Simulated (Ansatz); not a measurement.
Runs of Ansatz 0.2.0 on SnO2 (Cassiterite). It takes space group P4_2/mnm (No. 136, tetragonal). The conventional cell has a = 4.738 Å, b = 4.738 Å, c = 3.187 Å, α = 90.00°, β = 90.00°, γ = 90.00°. Sn (site symmetry mmm) has 6 O at 2.05 to 2.06 Å as nearest neighbours. O (site symmetry m2m) is surrounded by 3 Sn at 2.05 to 2.06 Å. 

| task | level | spin | cell | k mesh | cutoff (eV) | smearing | points for each segment of the path | gap on the mesh (eV) | pressure (GPa) | relaxed volume (Å³/atom) | largest force (eV/Å) |
| --- | --- | --- | --- | --- | --- | --- | --- | --- | --- | --- | --- |
| relaxation of cell and atoms | revPBE+D3(BJ) | off | relaxed | 6 × 6 × 8 | 420 | fermi-dirac 0.05 eV | - | 0.89 | 0.0 | 12.37 | - |
| band structure | BLYP | off | as given | 6 × 6 × 8 | 420 | fermi-dirac 0.05 eV | 14 | 1.32 | (b) | - | 0.35 |
| relaxation of cell and atoms | RPBE+D3(BJ) | off | relaxed | 6 × 6 × 8 | 420 | fermi-dirac 0.05 eV | - | 1.36 | 0.0 | 11.87 | - |
| relaxation of cell and atoms | RPBE+D4 | off | relaxed | 6 × 6 × 8 | 420 | fermi-dirac 0.05 eV | - | 0.95 | 0.0 | 12.32 | - |
| relaxation of cell and atoms | revPBE+D4 | off | relaxed | 6 × 6 × 8 | 420 | fermi-dirac 0.05 eV | - | 0.96 | 0.0 | 12.29 | - |
| band structure | revPBE | off | as given | 6 × 6 × 8 | 420 | fermi-dirac 0.05 eV | 14 | (a) | 14.2 | - | 0.30 |
| atomic charges | PBEsol | off | as given | 6 × 6 × 8 | 420 | fermi-dirac 0.1 eV | - | 1.18 | 4.7 | - | 0.21 |
| relaxation of cell and atoms | revPBE | off | relaxed | 6 × 6 × 8 | 420 | fermi-dirac 0.05 eV | - | (d) | 0.0 | 12.79 | - |
| band structure | r2SCAN | SOC, no magnetisation | as given | 5 × 5 × 6 | 500 | fermi-dirac 0.05 eV | 14 | 1.96 | 3.3 | - | (c) |

Alike in all rows: potentials or basis Ansatz PAW.

Question: Fill in the values left out.

Answer: (a) 1.35; (b) 16.7; (c) 0.24; (d) 0.59.

Caveats: the PAW data sets come from PBE, with cores solved anew for the run's functional, which leaves a small shift of forces and pressure; spin-orbit coupling is left out, which moves the levels of the heavy elements (some runs); the plane-wave basis is chosen anew once the cell has moved, so the energies of steps on either side of that aren't comparable (some runs); so large a pressure means that the cell lies far from this level's equilibrium, or that cutoff or potentials fall short (some runs).

A k mesh can miss the band edges, and rows without SOC leave out spin-orbit coupling on Sn.

Runs at the PBE level aren't shown here.
